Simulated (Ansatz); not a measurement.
## Energy landscape near a CaB2 structure

The calculation used Ansatz 0.2.0, DFT PBEsol, scalar-relativistic, plane waves, PAW.

Cutoff 420 eV; k points 15×15×10 on the computed 3-atom cell (Γ-centred); Gaussian smearing, width 0.10 eV; no spin polarisation.

Reference cell:

```yaml
crystal:
  lattice:
    - [3.22643, 0.00000, 0.00000]
    - [-1.61322, 2.79417, 0.00000]
    - [0.00000, 0.00000, 4.06739]
  atoms:
    - { symbol: Ca, position: [0.00000, 0.00000, 0.00000] }
    - { symbol: B, position: [0.33333, 0.66667, 0.50000] }
    - { symbol: B, position: [0.66667, 0.33333, 0.50000] }
```

Each variant moves atoms of this cell by the vectors given, if any (Å), and then applies a symmetric strain (tensor components, Cartesian axes). The reference cell isn't relaxed at this level. Energies are per atom at zero smearing, counted from the lowest variant. Pressure is positive in compression.

1. no strain; moves: Ca1 (0.225, 0.000, 0.000)
2. strain (xx yy zz yz xz xy, %) -0.55 -0.55 -9.55 0.00 0.00 0.00
3. strain (xx yy zz yz xz xy, %) 2.58 2.58 5.58 0.00 0.00 0.00
4. strain (xx yy zz yz xz xy, %) 3.45 3.45 -2.55 0.00 0.00 0.00

```
variant  ΔE (meV/atom) P (GPa) largest force (eV/Å) gap on mesh (eV) space group
      1            0.0    -2.61                  0.88                 0         Amm2
      2           50.4    12.29                  0.00                 0       P6/mmm
      3           42.5   -12.91                  0.00                 0       P6/mmm
      4              ?        ?                     ?                 ?            ?
```

Q: Give the withheld rows.

A:
```csv
variant,ΔE (meV/atom),P (GPa),largest force (eV/Å),gap on mesh (eV),space group
4,9.4,-8.14,0.00,0,P6/mmm
```